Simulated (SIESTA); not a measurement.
**BaS under changes of volume**

One of the cells (32.576 Å³/atom); the others are scaled copies at fixed shape and fractional positions:

```
Ba S
1.0
     0.00000    3.19375    3.19375
     3.19375    0.00000    3.19375
     3.19375    3.19375    0.00000
Ba S
1 1
Direct
  0.00000 0.00000 0.00000
  0.50000 0.50000 0.50000
```

| Quantity | Value |
| --- | --- |
| Program | SIESTA 5.4.2 |
| Functional | PBE |
| Potentials or basis | PseudoDojo 0.4 standard (PBE files) |
| Basis | TZDP (energy shift 0.003 Ry; two zetas on semicore shells; d shell added on Ba) |
| Grid cutoff | 500 Ry |
| Energy shift | 0.003 Ry |
| k mesh | 7 × 7 × 7 |
| Occupations | fermi-dirac, width 0.05 eV |
| Spin | no spin polarisation |

```csv
volume (Å³/atom),energy over the lowest point (meV/atom),pressure (GPa),gap on the mesh (eV)
30.622,42.72,4.9,2.03
31.273,25.53,3.6,2.07
31.925,13.10,2.5,2.12
32.576,4.95,1.5,2.16
33.228,0.75,0.6,2.19
33.879,0.00,-0.2,2.22
34.531,?,?,?
```

Task: What does the run at 34.531 Å³/atom give?

Result: Energy over the lowest point 2.37 meV/atom; pressure -0.9 GPa; gap on the mesh 2.25 eV.

Worked out: A Birch-Murnaghan fit of order 3 (a polynomial in V^(-2/3)) to the other rows has its minimum at 33.69 Å³/atom with B0 = V·E''(V) = 41 GPa and B' = 4.2. It gives 2.45 meV/atom at 34.531 Å³/atom, against the run's 2.37, and -dE/dV = -1.0 GPa, against -0.9. A straight line through the other rows of the gap, of slope 1.91 eV per unit of ln V, extrapolates to 2.26 eV, against the run's 2.25.

Energies are extrapolated to zero smearing.

Caveats: this set's barium file shifts pressures by up to 1 GPa against other sets; spin-orbit coupling is left out, which moves the levels of the heavy elements; an odd mesh through Γ misses points on the zone boundary, where band edges often lie; the basis of atomic orbitals isn't converged, which shifts pressures, moduli and gaps.
